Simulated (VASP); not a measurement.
# Shielding tensors and field gradients of KF (Carobbiite)

Wanted: the shieldings and field gradients at the nuclei of KF (Carobbiite). The cell is of the rock-salt type, one of the forms listed for this formula, which need not be the common one. The start is a cell from a database of measured crystal structures.

Method: PBE; plane waves and PAW (K_sv, F), in the first sound run; inputs show where later runs differ, in VASP 6.6.1.

This is a report of a sequence of runs, with most program output left out.

### Step 1. The structure

The structure is cubic, space group Fm-3m (No. 225). The conventional cell has a = 5.344 Å, b = 5.344 Å, c = 5.344 Å, α = 90.00°, β = 90.00°, γ = 90.00°. Nearest to K lie 6 F at 2.67 Å. Nearest to F lie 6 K at 2.67 Å. Farther neighbours and most contacts between anions are not listed.

### Step 2. Ground state

A ground-state run shows first whether the cell has a gap, which the next steps need; its size sets how fine their mesh has to be.

The input, INCAR:

```
SYSTEM = KF
PREC = Accurate
ENCUT = 520
EDIFF = 1E-07
NELM = 100
ISMEAR = 0
SIGMA = 0.01
LREAL = .FALSE.
ALGO = Normal
GGA = PE
NBANDS = 14
LORBIT = 11
LWAVE = .FALSE.
LCHARG = .FALSE.
KPAR = 4
```

The input, POSCAR:

```
KF
1.0
    0.0000000000      2.6718500000      2.6718500000
    2.6718500000      0.0000000000      2.6718500000
    2.6718500000      2.6718500000      0.0000000000
K F
1 1
Direct
    0.0000000000      0.0000000000      0.0000000000
    0.5000000000      0.5000000000      0.5000000000
```

The input, KPOINTS:

```
Automatic mesh
0
Gamma
6 6 6
0 0 0
```

PAW data sets: K_sv and F (PBE family, release 64).

Command:

```
$ mpirun -np 4 vasp_std
```

The job ended after 2.2 s (4 MPI ranks of Intel Xeon 6975P-C (Granite Rapids), shared host; peak memory 0.58 GiB; 6.6 s of CPU time).

The gap is read on the k-mesh alone, so it is an upper bound where the band edges lie off the mesh.

This step gave:

| Quantity | Value |
| --- | --- |
| free energy (TOTEN) | -8.290 eV |
| Fermi energy | -2.716 eV |
| pressure | 1.418 GPa |
| gap on the k-mesh | 6.166 eV |
| least direct gap on the k-mesh | 6.166 eV |

The cell has a gap of 6.17 eV on this mesh.

### Step 3. Shielding tensors

This step: chemical shifts by linear response (GIPAW), PBE; plane waves and PAW (K_sv, F) (VASP 6.6.1).

LCHIMAG computes the induced currents by linear response. It needs tightly converged orbitals and a cutoff well above the default; LEFG adds the field gradients at no cost.

The input, INCAR:

```
SYSTEM = KF
PREC = Accurate
ENCUT = 560
EDIFF = 1E-09
NELM = 100
ISMEAR = 0
SIGMA = 0.01
LREAL = .FALSE.
ALGO = Normal
GGA = PE
NBANDS = 14
LWAVE = .FALSE.
LCHARG = .FALSE.
KPAR = 4
LCHIMAG = .TRUE.
LEFG = .TRUE.
DQ = 0.001
ICHIBARE = 1
LNMR_SYM_RED = .TRUE.
```

POSCAR is that of step 2.

KPOINTS is that of step 2.

Command:

```
$ mpirun -np 4 vasp_std
```

Wall time 38 s (4 MPI ranks); peak memory 0.78 GiB; 2.5 min of CPU time.

Numbers from this step:

* free energy (TOTEN): -8.291 eV
* pressure: 1.449 GPa

Valence and core; the G = 0 term is that of a spherical sample. NMR shielding, by row:

| atom | isotropic shielding (ppm) | span (ppm) | skew | isotropic shielding without the G = 0 term (ppm) |
| --- | --- | --- | --- | --- |
| K1 | 1180 | 0 | - | 1173 |
| F2 | 264.4 | 0 | - | 257.2 |

Ordered as |Vzz| ≥ |Vxx| ≥ |Vyy|, the program's way. Electric field gradients, by row:

| atom | Vxx (V/Å²) | Vyy (V/Å²) | Vzz (V/Å²) | asymmetry |
| --- | --- | --- | --- | --- |
| K1 | 0 | 0 | -0.001 | - |
| F2 | 0.005 | 0.005 | -0.009 | - |

### Step 4. Another functional

This step: chemical shifts by linear response (GIPAW), PBEsol; plane waves and PAW (K_sv, F) (VASP 6.6.1).

The functional is changed, to see how much the shieldings depend on it.

Edit INCAR of step 3 so:

```diff
@@ -9,3 +9,3 @@
 ALGO = Normal
-GGA = PE
+GGA = PS
 NBANDS = 14
```

POSCAR is that of step 3.

KPOINTS is that of step 3.

Command:

```
$ mpirun -np 4 vasp_std
```

The job ended after 38 s (4 MPI ranks; peak memory 0.77 GiB; 2.4 min of CPU time).

The PAW data sets were made with PBE, which is usual practice but a small mismatch for other functionals.

Numbers from this step:

```yaml
free_energy_toten: -8.520 eV
fermi_energy: -2.805 eV
pressure: -0.5821 GPa
gap_on_the_k_mesh: 6.030 eV
least_direct_gap_on_the_k_mesh: 6.030 eV
```

Valence and core; the G = 0 term is that of a spherical sample. NMR shielding, by row:

| atom | isotropic shielding (ppm) | span (ppm) | skew | isotropic shielding without the G = 0 term (ppm) |
| --- | --- | --- | --- | --- |
| K1 | 1174 | 0 | - | 1167 |
| F2 | 257.1 | 0 | - | 249.8 |

Ordered as |Vzz| ≥ |Vxx| ≥ |Vyy|, the program's way. Electric field gradients, by row:

| atom | Vxx (V/Å²) | Vyy (V/Å²) | Vzz (V/Å²) | asymmetry |
| --- | --- | --- | --- | --- |
| K1 | 0 | 0 | -0.001 | - |
| F2 | 0.005 | 0.005 | -0.009 | - |

Against the first shielding run the largest change is -7.3 ppm, on F2.

### Step 5. Summary

This step: chemical shifts by linear response (GIPAW), PBE, PBEsol; plane waves and PAW (VASP 6.6.1).

This step runs nothing: it gathers the runs above.

Isotropic shieldings. Cost is wall time times ranks on a shared host. Shieldings by setting:

| run | ENCUT (eV) | k mesh | K1, Wyckoff letter a (ppm) | F2, Wyckoff letter b (ppm) | cost (core minutes) |
| --- | --- | --- | --- | --- | --- |
| first shielding run | 560 | 6x6x6 | 1180 | 264.4 | 2.53 |
| another functional | 560 | 6x6x6 | 1174 | 257.1 | 2.53 |

### Step 6. What came out

```yaml
k_isotropic_shielding: 1180.1 ppm
f_isotropic_shielding: 264.4 ppm
```

At PBE, in the first shielding run, the isotropic shieldings are K 1180.1 ppm; F 264.4 ppm. In the first shielding run all tensors are isotropic to 0.5 ppm, as the cubic site symmetry asks. In the undistorted cell the field gradients vanish by symmetry; what its table shows is numerical noise. Against the first shielding run, the one with another functional moves the shieldings by at most 7.3 ppm. Shifts were not obtained, since a shift is the shielding of a reference compound, computed alike, less these values. The G = 0 term is the part set by the sample's shape, taken here for a sphere. No finer mesh was run, so convergence in it isn't shown. VASP's guide advises LASPH and NLSPLINE for shieldings, which this input doesn't set; the effect wasn't tested. Where the functional isn't the one that the data sets were made with, the shieldings hold that mismatch too. The cell is of the rock-salt type, one of the forms listed for this formula, which need not be the common one.

[Lines on the potential files, build, host, timing and source positions are cut from VASP's logs without a mark.]

[Logs are printed without paths, hosts, clocks, repeated set-up lines and the standing remarks that a program may print on its own settings, such as how far it seeks lower states.]

[Hosts, paths, dates, database ids (printed as entryN), source tags and the programs' standing remarks are cut or masked in the printed files.]
